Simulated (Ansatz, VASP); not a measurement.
**Two plane-wave programs on CO2**

```
C O
1.0
     4.34410    0.00000    0.00000
     0.00000    6.11100    0.00000
     0.00000    0.00000    4.28500
C O
4 8
Direct
  0.00000 0.36398 0.25000
  0.50000 0.13602 0.75000
  0.00000 0.63602 0.75000
  0.50000 0.86398 0.25000
  0.23202 0.36911 0.38456
  0.26798 0.13089 0.88456
  0.73202 0.13089 0.61544
  0.76798 0.36911 0.11544
  0.76798 0.63089 0.61544
  0.73202 0.86911 0.11544
  0.26798 0.86911 0.38456
  0.23202 0.63089 0.88456
```

Alike in both runs: functional PBE; k mesh 5 × 3 × 5; occupations fermi-dirac, width 0.02 eV; no spin polarisation.

Ansatz relaxed the structure, and its values are those at the end. VASP's run is a single point on that final structure, the one shown.

```csv
,VASP,Ansatz
version,VASP 6.6.1,Ansatz 0.2.0
potentials or method,"VASP PAW PBE potentials, release 64 (C, O)","plane-wave PAW, scalar-relativistic"
plane-wave cutoff (eV),520,420
valence electrons in the cell,64,64
```

Ansatz gave:

```
gap on the k mesh at the Fermi level (eV) : 6.99
pressure (GPa)                            : 20.3
rms of the force components (eV/Å)        : 0.009
```

**Question.** What did VASP give for the same quantities?

**Answer.** gap on the k mesh at the Fermi level (eV): 6.98; pressure (GPa): 22.7; rms of the force components (eV/Å): 0.324.

With one functional, cell and mesh, what is left measures potentials, basis and numerics. Ansatz warned: «stress_scf_threshold_loose».

Caveats: the standard files for N, O and F lose accuracy on very short bonds; so large a pressure means that the cell lies far from this level's equilibrium, or that cutoff or potentials fall short (VASP); an odd mesh through Γ misses points on the zone boundary, where band edges often lie. As with any semilocal functional, this PBE gap is likely too small.
